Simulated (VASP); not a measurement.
# BP in VASP: one cell, several levels of theory

The task here is to estimate one member of a computed series from the others.

The runs shown are made with VASP 6.6.1. PAW datasets, plane waves. Note: simulated data, non-magnetic, for a generated structure that need not be the stable one.

## Starting point

The cell comes from an earlier relaxation with r2SCAN in another program.

The symmetry is Fm-3m (No. 225, cubic); a = 4.311 Å in the conventional setting, 10.01 Å³ an atom. Around B lie 6 P at 2.16 Å; around P lie 6 B at 2.16 Å.

Coordinates:

Space group Fm-3m (No. 225). a = 4.311 Å, b = 4.311 Å, c = 4.311 Å, α = 90.00°, β = 90.00°, γ = 90.00°
| atom | site | symmetry | x | y | z |
| --- | --- | --- | --- | --- | --- |
| B | 4a | m-3m | 0.0000 | 0.0000 | 0.0000 |
| P | 4b | m-3m | 0.5000 | 0.0000 | 0.0000 |

The first run:

File INCAR:

```
ENCUT = 520.000000
SIGMA = 0.020000
EDIFF = 1.00e-07
GGA = PE
PREC = Accurate
IBRION = -1
ISIF = 2
ISMEAR = -1
NBANDS = 11
NELM = 120
NSW = 0
LASPH = .TRUE.
LCHARG = .TRUE.
LELF = .TRUE.
LWAVE = .FALSE.
LREAL = .FALSE.
```

File KPOINTS:

```
KPOINTS created by Atomic Simulation Environment
0
Gamma
10 10 10
0 0 0
```

File KPOINTS_OPT:

```
special points
7
Reciprocal
0.0000000000 0.0000000000 0.0000000000 1
0.5000000000 0.0000000000 0.5000000000 1
0.5000000000 0.2500000000 0.7500000000 1
0.3750000000 0.3750000000 0.7500000000 1
0.5000000000 0.5000000000 0.5000000000 1
0.6250000000 0.2500000000 0.6250000000 1
0.1875000000 0.1875000000 0.3750000000 1
```

File POSCAR:

```
B  P
 1.0000000000000000
    -0.0000000000000000    2.1554244784631185    2.1554244784631185
     2.1554244784631185   -0.0000000000000000    2.1554244784631185
     2.1554244784631185    2.1554244784631185   -0.0000000000000000
 B   P
   1   1
Cartesian
 -0.0000000000000000  0.0000000000000000  0.0000000000000000
  2.1554244784631185  2.1554244784631185  2.1554244784631185
```

The run uses the recommended PBE PAW datasets (8 valence electrons a neutral cell).

Started as:

```
> mpirun -np 1 vasp_std
```

Among the steps run: PBE; Single point with r2SCAN; LDA at this geometry; PBEsol.

One table of the session follows, with a row left open; its other results are not shown here.

| level | gap (eV) | pressure (GPa) |
| --- | --- | --- |
| PBE | -4.10 | -0.05 |
| r2SCAN | -4.40 | -0.35 |
| LDA | -3.98 | -6.25 |
| PBEsol | ? | ? |

**Question.** Estimate the row for PBEsol.

As computed: gap (eV): -4.05; pressure (GPa): -3.33. In the column «gap (eV)» it lies between PBE (-4.10) and LDA (-3.98).

A negative gap is an overlap of bands.

What this shows: No gap over 0.02 eV opens at any of these levels.
